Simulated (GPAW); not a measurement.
BP:

```
P B
1.0
     0.00000    2.26900    2.26900
     2.26900    0.00000    2.26900
     2.26900    2.26900    0.00000
P B
1 1
Direct
  0.75000 0.75000 0.75000
  0.00000 0.00000 0.00000
```

- Program: GPAW 26.7.0
- Task: relaxation of cell and atoms
- Functional: PBEsol
- Dispersion: D4
- Potentials or basis: PAW data sets generated in the run's folder for this functional
- Cutoff: 800 eV
- Basis: pw
- k mesh: 10 × 10 × 10
- Occupations: fermi-dirac, width 0.05 eV
- Spin: no spin polarisation

At the start: pressure -4.5 GPa; volume 11.68 Å³/atom.

Question: Where does the relaxation end?

Answer: Over 3 steps the energy falls by 4.1 meV/atom and the volume is 11.37 Å³/atom (-2.7 %); space group F-43m (No. 216, to 0.05 Å).

Step by step:
```csv
step,energy change (eV),largest force (eV/Å),pressure (GPa),volume (Å³)
1,0.0000,0.0000,-4.46,23.36
2,-0.0038,0.0000,-3.35,23.20
3,-0.0083,0.0000,0.09,22.73
```

Final structure:
```
P B
1.0
     0.00000    2.24836    2.24836
     2.24836    0.00000    2.24836
     2.24836    2.24836    0.00000
P B
1 1
Direct
  0.75000 0.75000 0.75000
  0.00000 0.00000 0.00000
```

Caveat: later steps reuse the first step's grids.
